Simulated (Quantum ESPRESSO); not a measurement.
## SiO2 under changes of volume

One of the cells (14.956 Å³/atom); the others are scaled copies at fixed shape and fractional positions:

```
CELL_PARAMETERS angstrom
-2.47729 2.47729 3.65567
2.47729 -2.47729 3.65567
2.47729 2.47729 -3.65567
ATOMIC_POSITIONS crystal
Si 0.75000 0.25000 0.50000
Si 0.00000 0.00000 0.00000
O 0.87500 0.02821 0.65321
O 0.77821 0.12500 0.15321
O 0.97179 0.62500 0.84679
O 0.37500 0.22179 0.34679
```

The cell comes from a database or a generator and needn't be the stable form of this composition.

| Property | Result |
| --- | --- |
| Program | Quantum ESPRESSO 7.5 |
| Functional | PBE |
| Potentials or basis | SSSP 1.3 efficiency PBE |
| Cutoff | 748 eV |
| Density cutoff | 5987 eV |
| k mesh | 8 × 8 × 8 |
| Occupations | fermi-dirac, width 0.05 eV |
| Spin | no spin polarisation |

```tsv
volume (Å³/atom)	energy over the lowest point (meV/atom)	pressure (GPa)	gap on the mesh (eV)	largest force (eV/Å)
14.059	?	?	?	?
14.358	39.03	12.5	6.14	0.792
14.657	19.13	8.5	6.04	0.536
14.956	6.45	4.8	5.93	0.300
15.256	0.28	1.5	5.81	0.083
15.555	0.00	-1.5	5.69	0.118
15.854	5.07	-4.2	5.57	0.302
```

What does the run at 14.059 Å³/atom give?

Energy over the lowest point 66.89 meV/atom; pressure 17.0 GPa; gap on the mesh 6.24 eV; largest force 1.070 eV/Å.

Worked out: A Birch-Murnaghan fit of order 3 (a polynomial in V^(-2/3)) to the other rows has its minimum at 15.42 Å³/atom with B0 = V·E''(V) = 154 GPa and B' = 4.2 at fixed shape and positions, which overstates the stiffness. It gives 66.91 meV/atom at 14.059 Å³/atom, against the run's 66.89, and -dE/dV = 17.2 GPa, against 17.0. A parabola through the other rows of the gap, of slope -4.47 eV per unit of ln V (its deformation potential) there, extrapolates to 6.24 eV, against the run's 6.24.

Energies are extrapolated to zero smearing.

Caveats: forces of over 1 eV/Å show positions far from the minimum, so gaps and moduli don't describe the material at rest (some runs).

A mesh can miss the band edges.
